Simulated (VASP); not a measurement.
# CdTe (F-43m) in VASP: relaxation of cell and atoms with r2SCAN

Aim: the relaxation of cell and atoms of CdTe with r2SCAN.

Everything below comes from runs of VASP 6.6.1. Logs are shortened: lines on timing, memory, paths and dates and some standing lists are left out, and cuts for length are marked.

### Step 1. Starting point

The structure is cubic, space group F-43m (No. 216). Conventional cell: a = 6.410 Å, b = 6.410 Å, c = 6.410 Å, α = 90.00°, β = 90.00°, γ = 90.00°. Cd (site symmetry -43m) has 4 Te at 2.78 Å as nearest neighbours. Around Te (site symmetry -43m) lie 4 Cd at 2.78 Å.

### Step 2. Relaxation of cell and atoms, r2SCAN

Contents of INCAR:

```
  PREC = Accurate
  ENCUT = 600
  EDIFF = 1E-7
  ISMEAR = 0
  SIGMA = 0.02
  LREAL = False
  LASPH = True
  NELM = 60
  ALGO = Normal
  ISIF = 3
  LWAVE = False
  LCHARG = False
  METAGGA = R2SCAN
  LMIXTAU = True
  IBRION = 2
  NSW = 80
  EDIFFG = -0.004
```

Contents of KPOINTS:

```
Automatic mesh
0
Gamma
  8 8 8
```

Contents of POSCAR:

```
CdTe
1.0
    0.0000000000      3.2050000000      3.2050000000
    3.2050000000      0.0000000000      3.2050000000
    3.2050000000      3.2050000000      0.0000000000
Cd Te
1 1
Direct
    0.0000000000      0.0000000000      0.0000000000
    0.2500000000      0.2500000000      0.2500000000
```

Potentials or basis: VASP PAW PBE potentials, release 64 (Cd, Te).

Started as:

```console
cat potpaw_PBE.64/Cd/POTCAR potpaw_PBE.64/Te/POTCAR > POTCAR
mpirun -np 1 vasp_std > vasp.out
```

OUTCAR:

```text
PREC = Accurate
   ENCUT = 600
   EDIFF = 1E-7
   ISMEAR = 0
   LREAL = False
   LASPH = True
   NELM = 60
   ISIF = 3
   METAGGA = R2SCAN
   IBRION = 2
   NSW = 80
   EDIFFG = -0.004

 ion  position               nearest neighbor table
   1  0.000  0.000  0.000-   2 2.78   2 2.78   2 2.78   2 2.78
   2  0.250  0.250  0.250-   1 2.78   1 2.78   1 2.78   1 2.78

  LATTYP: Found a face centered cubic cell.
 ALAT       =     6.4100000000

  Lattice vectors:

 A1 = (   0.0000000000,   3.2050000000,   3.2050000000)
 A2 = (   3.2050000000,   0.0000000000,   3.2050000000)
 A3 = (   3.2050000000,   3.2050000000,   0.0000000000)

Analysis of symmetry for initial positions (statically):
=====================================================================
 Subroutine PRICEL returns:
 Original cell was already a primitive cell.

 Routine SETGRP: Setting up the symmetry group for a
 face centered cubic supercell.

 Subroutine GETGRP returns: Found 24 space group operations
 (whereof 24 operations were pure point group operations)
 out of a pool of 48 trial point group operations.

The static configuration has the point symmetry T_d .

Analysis of symmetry for dynamics (positions and initial velocities):
=====================================================================
 Subroutine PRICEL returns:
 Original cell was already a primitive cell.

 Routine SETGRP: Setting up the symmetry group for a
 face centered cubic supercell.

 Subroutine GETGRP returns: Found 24 space group operations
 (whereof 24 operations were pure point group operations)
 out of a pool of 48 trial point group operations.

The dynamic configuration has the point symmetry T_d .

 Subroutine INISYM returns: Found 24 space group operations
 (whereof 24 operations are pure point group operations),
 and found     1 'primitive' translations

----------------------------------------------------------------------------------------

                                     Primitive cell

  volume of cell :      65.8437

  direct lattice vectors                    reciprocal lattice vectors
     0.000000000  3.205000000  3.205000000    -0.156006240  0.156006240  0.156006240
     3.205000000  0.000000000  3.205000000     0.156006240 -0.156006240  0.156006240
     3.205000000  3.205000000  0.000000000     0.156006240  0.156006240 -0.156006240

  length of vectors
     4.532554467  4.532554467  4.532554467     0.270210734  0.270210734  0.270210734

  position of ions in fractional coordinates (direct lattice)
     0.000000000  0.000000000  0.000000000
     0.250000000  0.250000000  0.250000000

  ion indices of the primitive-cell ions
   primitive index   ion index
                 1           1
                 2           2

----------------------------------------------------------------------------------------

 KPOINTS: Automatic mesh

Automatic generation of k-mesh.
 Grid dimensions read from file:
 generate k-points for:    8    8    8

 Generating k-lattice:

  Cartesian coordinates                     Fractional coordinates (reciprocal lattice)
    -0.019500780  0.019500780  0.019500780     0.125000000  0.000000000  0.000000000
     0.019500780 -0.019500780  0.019500780     0.000000000  0.125000000  0.000000000
     0.019500780  0.019500780 -0.019500780     0.000000000  0.000000000  0.125000000

  Length of vectors
     0.033776342  0.033776342  0.033776342

  Shift w.r.t. Gamma in fractional coordinates (k-lattice)
     0.000000000  0.000000000  0.000000000

 Subroutine IBZKPT returns following result:
 ===========================================

 Found     29 irreducible k-points:

 Following reciprocal coordinates:
            Coordinates               Weight
  0.000000  0.000000  0.000000      1.000000
  0.125000  0.000000  0.000000      8.000000
  0.250000  0.000000  0.000000      8.000000
  0.375000  0.000000  0.000000      8.000000
  0.500000  0.000000  0.000000      4.000000
  0.125000  0.125000  0.000000      6.000000
[... 16 lines left out ...]
  0.500000  0.250000  0.125000     48.000000
 -0.375000  0.250000  0.125000     24.000000
 [... further k-points ...]
   k-points           NKPTS =     29   k-points in BZ     NKDIM =     29   number of bands    NBANDS=     13
   number of dos      NEDOS =    301   number of ions     NIONS =      2
   total plane-waves  NPLWV =  46656
   dimension x,y,z NGX =    36 NGY =   36 NGZ =   36
   dimension x,y,z NGXF=    72 NGYF=   72 NGZF=   72
   ions per type =               1   1
   NGX,Y,Z   is equivalent  to a cutoff of  13.20, 13.20, 13.20 a.u.
   NGXF,Y,Z  is equivalent  to a cutoff of  26.41, 26.41, 26.41 a.u.
 SYSTEM =  unknown system
   PREC   = accura    normal or accurate (medium, high low for compatibility)
   ISTART =      0    job   : 0-new  1-cont  2-samecut
   ICHARG =      2    charge: 1-file 2-atom 10-const
   ISPIN  =      1    spin polarized calculation?
   LNONCOLLINEAR =      F non collinear calculations
   LSORBIT =      F    spin-orbit coupling
   LASPH  =      T    aspherical Exc in radial PAW
   ENCUT  =  600.0 eV  44.10 Ry    6.64 a.u.   9.05  9.05  9.05*2*pi/ulx,y,z
   NELM   =     60;   NELMIN=  2; NELMDL= -5     # of ELM steps
   EDIFF  = 0.1E-06   stopping-criterion for ELM
   LREAL  =      F    real-space projection
   EDIFFG = -.4E-02   stopping-criterion for IOM
   NSW    =     80    number of steps for IOM
   IBRION =      2    ionic relax: 0-MD 1-quasi-New 2-CG
   NFREE  =      1    steps in history (QN), initial steepest desc. (CG)
   ISIF   =      3    stress and relaxation
   ISYM   =      2    0-nonsym 1-usesym 2-fastsym
   POTIM  = 0.5000    time-step for ionic-motion
   TEBEG  =    0.0;   TEEND  =   0.0 temperature during run
   PSTRESS=    0.0 pullay stress
   NELECT =      18.0000    total number of electrons
   NUPDOWN=      -1.0000    fix difference up-down
   EMIN   =  10.00;   EMAX   =-10.00  energy-range for DOS
   EFERMI =   0.00;   METHOD = LEGACY
   ISMEAR =     0;   SIGMA  =   0.02  broadening in eV -4-tet -1-fermi 0-gaus
   EFERMI_NEDOS =   21; number of points for ismear=-14 and -15
   IALGO  =     38    algorithm
   IMIX   =      4    mixing-type and parameters
     AMIX     =   0.40;   BMIX     =  1.00
     AMIX_MAG =   1.60;   BMIX_MAG =  1.00
  volume/ion in A,a.u.               =      32.92       222.17
  Fermi-wavevector in a.u.,A,eV,Ry     =   1.062497  2.007828 15.359610  1.128899
  Thomas-Fermi vector in A             =   2.197950
   LORBIT       =      0    0 simple, 1 ext, 2 COOP (PROOUT), +10 PAW based schemes
   METAGGA = R2SCAN    functional components
   LHFCALC =     F    Hartree Fock is set to
   AEXX    =    0.0000 exact exchange contribution
   IVDW    =     0    specifies the selected vdW correction
   LEPSILON=     F    determine dielectric tensor
   LRPA    =     F    only Hartree local field effects (RPA)
 conjugate gradient relaxation of ions
 non-spin polarized calculation
 Gauss-broadening in eV      SIGMA  =   0.02
  energy-cutoff  :      600.00
  volume of cell :       65.84
 maximum number of plane-waves:      2216
   NGX = 19   NGY = 19   NGZ = 19

--------------------------------------- Ionic step        1  -------------------------------------------

 number of electron      17.9999995 magnetization

 Free energy of the ion-electron system (eV)
  ---------------------------------------------------
  ext. energy  EPLUGINS =         0.00000000
  ---------------------------------------------------
  free energy    TOTEN  =       -46.59814596 eV

  energy without entropy =      -46.59814596  energy(sigma->0) =      -46.59814596

------------------------ aborting loop because EDIFF is reached ----------------------------------------

  FORCE on cell =-STRESS in cart. coord.  units (eV):
  Direction    XX          YY          ZZ          XY          YZ          ZX
  --------------------------------------------------------------------------------------
  -------------------------------------------------------------------------------------
  Total        1.3660913      1.3660913      1.3660913      0.0000000     -0.0000000      0.0000000
  in kB       33.2411628     33.2411628     33.2411628      0.0000000     -0.0000000      0.0000000
  external PRESSURE =      33.2411628 kB  Pullay stress =       0.0000000 kB

 VOLUME and BASIS-vectors are now :
 -----------------------------------------------------------------------------
  energy-cutoff  :      600.00
  volume of cell :       65.84
      direct lattice vectors                 reciprocal lattice vectors
     0.000000000  3.205000000  3.205000000    -0.156006240  0.156006240  0.156006240
     3.205000000  0.000000000  3.205000000     0.156006240 -0.156006240  0.156006240
     3.205000000  3.205000000  0.000000000     0.156006240  0.156006240 -0.156006240
[... 37 lines left out ...]
 POSITION                                       TOTAL-FORCE (eV/Angst)
 -----------------------------------------------------------------------------------
      6.62122      6.62122      6.62122        -0.000000      0.000000      0.000000
      1.65531      1.65531      1.65531         0.000000     -0.000000     -0.000000
 -----------------------------------------------------------------------------------
    total drift:                               -0.000001     -0.000001     -0.000001

  FREE ENERGIE OF THE ION-ELECTRON SYSTEM (eV)
  ---------------------------------------------------
  free  energy   TOTEN  =       -46.6379357727 eV

  energy  without entropy=      -46.6379357727  energy(sigma->0) =      -46.63793577

--------------------------------------- Ionic step        3  -------------------------------------------

 number of electron      18.0000006 magnetization

 Free energy of the ion-electron system (eV)
  ---------------------------------------------------
  ext. energy  EPLUGINS =         0.00000000
  ---------------------------------------------------
  free energy    TOTEN  =       -46.64437618 eV

  energy without entropy =      -46.64437618  energy(sigma->0) =      -46.64437618

 E-fermi :   1.8576     XC(G=0):  -8.9343

 val. band max:        1.7714810214   @ k =   0.0000   0.0000   0.0000
 cond. band min:       2.9245275505   @ k =   0.0000   0.0000   0.0000
 fundamental gap:      1.1530465290
 Fermi energy:         1.8576019371

 k-point     1 :       0.0000    0.0000    0.0000
  band No.  band energies     occupation
      1      -9.5444      2.00000
      2      -6.6710      2.00000
      3      -6.6710      2.00000
      4      -6.6710      2.00000
      5      -6.4147      2.00000
      6      -6.4147      2.00000
      7       1.7715      2.00000
      8       1.7715      2.00000
      9       1.7715      2.00000
     10       2.9245      0.00000
     11       6.8270      0.00000
     12       6.8270      0.00000
     13       6.8270      0.00000

 k-point     2 :       0.1250    0.0000    0.0000
  band No.  band energies     occupation
      1      -9.4890      2.00000
      2      -6.6605      2.00000
      3      -6.6605      2.00000
      4      -6.6233      2.00000
      5      -6.4155      2.00000
      6      -6.4155      2.00000
      7       0.6469      2.00000
      8       1.6431      2.00000
      9       1.6431      2.00000
     10       3.7362      0.00000
     11       6.7688      0.00000
[... 339 lines left out ...]
 k-point    24 :      -0.3750    0.2500    0.1250
  band No.  band energies     occupation
      1      -9.1139      2.00000
      2      -6.5838      2.00000
      3      -6.5740      2.00000
      4      -6.4286      2.00000
      5      -6.4092      2.00000
      6      -5.9776      2.00000
      7      -2.3236      2.00000
      8      -0.2000      2.00000
      9       0.5666      2.00000
     10       5.3304      0.00000
     11       6.7303      0.00000
     12       8.1373      0.00000
     13       9.3313      0.00000

 [... further k-points ...]

------------------------ aborting loop because EDIFF is reached ----------------------------------------

  FORCE on cell =-STRESS in cart. coord.  units (eV):
  Direction    XX          YY          ZZ          XY          YZ          ZX
  --------------------------------------------------------------------------------------
  -------------------------------------------------------------------------------------
  Total        0.0062729      0.0062729      0.0062729     -0.0000000      0.0000000      0.0000000
  in kB        0.1423538      0.1423538      0.1423538     -0.0000000      0.0000000      0.0000000
  external PRESSURE =       0.1423538 kB  Pullay stress =       0.0000000 kB

 VOLUME and BASIS-vectors are now :
 -----------------------------------------------------------------------------
  energy-cutoff  :      600.00
  volume of cell :       70.60
      direct lattice vectors                 reciprocal lattice vectors
     0.000000000  3.280397826  3.280397826    -0.152420538  0.152420538  0.152420538
     3.280397826 -0.000000000  3.280397826     0.152420538 -0.152420538  0.152420538
     3.280397826  3.280397826  0.000000000     0.152420538  0.152420538 -0.152420538

 POSITION                                       TOTAL-FORCE (eV/Angst)
 -----------------------------------------------------------------------------------
      0.00000      0.00000      0.00000         0.000000      0.000000     -0.000000
      1.64020      1.64020      1.64020        -0.000000     -0.000000      0.000000
 -----------------------------------------------------------------------------------
    total drift:                               -0.000001     -0.000001     -0.000001

  FREE ENERGIE OF THE ION-ELECTRON SYSTEM (eV)
  ---------------------------------------------------
  free  energy   TOTEN  =       -46.6443761800 eV

  energy  without entropy=      -46.6443761800  energy(sigma->0) =      -46.64437618

 reached required accuracy - stopping structural energy minimisation
```

Run time: 6.7 min. Hardware: 1 thread of Intel Xeon Platinum 8259CL at 2.50GHz (Skylake/Cascade Lake), shared host; peak memory 0.25 GiB.

What came out:

```yaml
Free_energy: -46.6444 eV
Relaxed_volume: 35.30 Å³/atom
Relaxed_cell: a = 4.639 Å, b = 4.639 Å, c = 4.639 Å, α = 60.00°, β = 60.00°, γ = 60.00°
Space_group_after_relaxing_to_0.05_Å: F-43m (No. 216)
Energy_gained_by_relaxing: 23.1 meV/atom
Ionic_steps: 3
Pressure_after_relaxing: 0.0 GPa
Band_gap_on_the_k_mesh: 1.15 eV, direct
```

Step by step:
```tsv
step	energy change (eV)	largest force (eV/Å)	pressure (GPa)	volume (Å³)
1	0.0000	0.0000	3.32	65.84
2	-0.0398	0.0000	-1.03	72.57
3	-0.0462	0.0000	0.01	70.60
```

Final structure:
```
Cd Te
1.0
     0.00000    3.28040    3.28040
     3.28040    0.00000    3.28040
     3.28040    3.28040    0.00000
Cd Te
1 1
Direct
  0.00000 0.00000 0.00000
  0.25000 0.25000 0.25000
```

Levels at points of the mesh, in eV from the valence-band top:
```
           k point  band 7  band 8  band 9  band 10  band 11  band 12
(0.00, 0.00, 0.00)    0.00    0.00    0.00     1.15     5.06     5.06
(0.50, 0.00, 0.00)   -4.28   -0.74   -0.74     2.19     5.60     5.60
(0.50, 0.50, 0.00)   -4.17   -1.79   -1.79     2.96     2.99     9.25
```

Caveat: the PAW data sets were made with another functional, which shifts forces and pressure a little; spin-orbit coupling is left out, which moves the levels of the heavy elements. r2SCAN opens gaps a little over a GGA but as a rule still falls short of measured ones.
